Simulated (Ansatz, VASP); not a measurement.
## Two plane-wave programs on Ta2Si

File INCAR:

```
SYSTEM = Ta2Si
PREC = Accurate
ENCUT = 520
EDIFF = 1E-6
ISMEAR = 0
SIGMA = 0.05
LREAL = .FALSE.
LASPH = .TRUE.
NELM = 80
ALGO = Normal
ISIF = 2
LWAVE = .FALSE.
LCHARG = .FALSE.
GGA = PS
NBANDS = 20
```

File KPOINTS:

```
regular mesh
0
G
  10 10 10
  0 0 0
```

POSCAR

```
Ta2Si
1.0
    0.0000000000      3.0143758814      3.0143758814
    3.0143758814      0.0000000000      3.0143758814
    3.0143758814      3.0143758814      0.0000000000
Ta Si
2 1
Direct
    0.2500000000      0.2500000000      0.2500000000
    0.7500000000      0.7500000000      0.7500000000
    0.0000000000      0.0000000000      0.0000000000
```

Input for Ansatz:

```yaml
crystal:
  lattice:
    - [0.0, 3.0143758814, 3.0143758814]
    - [3.0143758814, 0.0, 3.0143758814]
    - [3.0143758814, 3.0143758814, 0.0]
  atoms:
    - { symbol: Ta, position: [0.25, 0.25, 0.25] }
    - { symbol: Ta, position: [0.75, 0.75, 0.75] }
    - { symbol: Si, position: [0.0, 0.0, 0.0] }
basis:
  ecutwfc: 420
  ecutrho_ratio: 4
kpoints:
  mp_grid: { grid: [10, 10, 10] }
hamiltonian:
  xc: pbesol
scf:
  occupations: { method: gaussian, width: 0.05 }
output:
  forces: true
  stress: true
  eigenvalues: true
```

Alike in both runs: task single point; functional PBEsol; k mesh 10 × 10 × 10; occupations gaussian, width 0.05 eV; no spin polarisation.

|  | VASP | Ansatz |
| --- | --- | --- |
| version | VASP 6.6.1 | Ansatz 0.2.0 |
| potentials or method | VASP PAW PBE potentials, release 64 (Ta_pv, Si) | scalar-relativistic, plane waves, PAW |
| plane-wave cutoff (eV) | 520 | 420 |
| valence electrons in the cell | 26 | 30 |

Ansatz gave:

| Property | Result |
| --- | --- |
| gap on the k mesh at the Fermi level (eV) | none |
| pressure (GPa) | -3.3 |

Question: Which values does VASP return?

Answer: gap on the k mesh at the Fermi level (eV): none; pressure (GPa): -3.2.

A gap of «none» marks a metal or a gap that the smearing closes. The two sets of potentials don't hold the same shells in valence.

Caveats: the PAW data sets were made with another functional, which shifts forces and pressure a little (VASP). Spin-orbit coupling is left out, which matters for the levels of Ta.
